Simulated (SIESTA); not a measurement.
The system is Pb.

```
CELL_PARAMETERS angstrom
-2.06690 2.05040 2.08125
1.99925 -1.93748 1.90067
1.99103 1.86160 -1.96833
ATOMIC_POSITIONS crystal
Pb 0.00466 0.99633 0.00314
```

The cell isn't the ideal one: cell strained at random at fixed volume.

Base run:

```yaml
Program: SIESTA 5.4.2
Functional: PBE
Potentials_or_basis: PseudoDojo 0.4 standard (PBE files)
Basis: DZP (energy shift 0.003 Ry; two zetas on semicore shells)
Grid_cutoff: 500 Ry
Energy_shift: 0.003 Ry
k_mesh: 9 × 9 × 9
Occupations: fermi-dirac, width 0.05 eV
Spin: no spin polarisation
```

Its results: band gap on the k mesh none (metal or under the smearing width); pressure 1.8 GPa.

Task: The run is repeated on the same cell with these changes: functional from PBE to PBEsol; potentials or basis from PseudoDojo 0.4 standard (PBE files) to PseudoDojo 0.4 standard (PBEsol files). What comes out?

Result: Band gap on the k mesh none (metal or under the smearing width); pressure -0.9 GPa.

Caveats: the basis of atomic orbitals isn't converged, which shifts pressures, moduli and gaps.
